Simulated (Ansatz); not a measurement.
**Si (Fd-3m) under several functionals**

Plane-wave DFT in Ansatz with scalar-relativistic PAW potentials. The same structure was relaxed (cell and atoms, symmetry kept) in separate runs at each level. No spin polarisation.

| level | cutoff (eV) | k mesh | V (Å³/atom) | a (Å) | gap (eV) |
| --- | --- | --- | --- | --- | --- |
| PBE+D3(BJ) | 420 | 8×8×8 | 19.920 | 5.422 | 0.61 |
| r2SCAN | 500 | 8×8×8 | 20.165 | 5.444 | 0.81 |
| PBE | 420 | 8×8×8 | 20.459 | 5.470 | 0.65 |

Task: Where does PBEsol (420 eV, k mesh 12×12×12) fall?

Result: V (Å³/atom) 20.055, a (Å) 5.434, gap (eV) 0.46. Its volume is between those of PBE+D3(BJ) and r2SCAN. The usual order of volumes, PBEsol < PBE, holds here (20.055, 20.459 Å³/atom). As a rule PBEsol, built on the gradient expansion of slowly varying densities, lies between LDA and PBE; PBE's stronger gradient term for exchange weakens bonds. Adding D3 to PBE changes the volume by -2.6 %; the term is attractive, so it pulls cells in. r2SCAN lies 1.4 % under PBE in volume. Each gap belongs to its own cell, so it mixes the functional's effect with that of the volume; gaps are the least found on the k mesh or on a band path.